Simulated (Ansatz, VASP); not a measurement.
## Si in VASP and in Ansatz

```
CELL_PARAMETERS angstrom
0.00000 2.70358 2.70358
2.70358 0.00000 2.70358
2.70358 2.70358 0.00000
ATOMIC_POSITIONS crystal
Si 0.50000 0.50000 0.50000
Si 0.75000 0.75000 0.75000
```

Alike in both runs: task single point; functional PBE; k mesh 8 × 8 × 8; occupations fermi-dirac, width 0.05 eV; no spin polarisation.

```csv
,VASP,Ansatz
version,VASP 6.6.1,Ansatz 0.2.0
potentials or method,"VASP PAW PBE potentials, release 64 (Si)",Ansatz PAW soft_1
plane-wave cutoff (eV),520,420
valence electrons in the cell,8,8
```

|  | VASP | Ansatz | Ansatz less VASP |
| --- | --- | --- | --- |
| gap on the k mesh at the Fermi level (eV) | 0.59 | 0.59 | -0.002 |
| least direct gap on the mesh (eV) | 2.57 | 2.57 | -0.005 |
| pressure (GPa) | 3.3 | 3.3 | +0.07 |

With one functional, cell and mesh, what is left measures potentials, basis and numerics.

A k mesh can miss the band edges.
